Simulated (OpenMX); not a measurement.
Input of an OpenMX 3.8.5 run:

Contents of BeTe.dat:

```
System.CurrrentDirectory             ./
System.Name                          BeTe
DATA.PATH                            ./DFT_DATA13
level.of.stdout                      1
level.of.fileout                     0
Species.Number                       2
<Definition.of.Atomic.Species
  Be  Be7.0-s2p2             Be_PBE13
  Te  Te7.0-s3p2d2f1         Te_PBE13
Definition.of.Atomic.Species>

Atoms.Number                         2
Atoms.SpeciesAndCoordinates.Unit     FRAC
<Atoms.SpeciesAndCoordinates
    1  Be    0.5000000000    0.5000000000    0.5000000000   1.000  1.000
    2  Te    0.0000000000    0.0000000000    0.0000000000   8.000  8.000
Atoms.SpeciesAndCoordinates>

Atoms.UnitVectors.Unit               Ang
<Atoms.UnitVectors
     1.8334362100   -4.9221144632    0.0000000000
     1.8334362100    4.9221144632    0.0000000000
     0.0000000000    0.0000000000    3.6618963900
Atoms.UnitVectors>

scf.XcType                           GGA-PBE
scf.SpinPolarization                 off
scf.ElectronicTemperature            580.226
scf.energycutoff                     500.0
scf.maxIter                          100
scf.EigenvalueSolver                 band
scf.Kgrid                            7 7 7
scf.Mixing.Type                      rmm-diisk
scf.Init.Mixing.Weight               0.05
scf.Min.Mixing.Weight                0.001
scf.Max.Mixing.Weight                0.3
scf.Mixing.History                   25
scf.Mixing.StartPulay                8
scf.criterion                        1.0e-8
scf.stress.tensor                    on
MD.Type                              nomd
```

Potentials or basis: OpenMX 2013 PBE set, Be7.0-s2p2, Te7.0-s3p2d2f1, grid cutoff 500 Ry.

Command:

```sh
$ openmx BeTe.dat -nt 1 > BeTe.std
```

Q: What does it give for the Mulliken charges?

A: Be +0.54; Te -0.54 e.

Q: Estimate the band gap on the k mesh.

A: None (metal or under the smearing width).

Q: Predict the pressure.

A: -1.7 GPa.

Caveat: the basis of atomic orbitals isn't converged, which shifts pressures, moduli and gaps. The run has no spin-orbit coupling, so splittings on Te are missing.
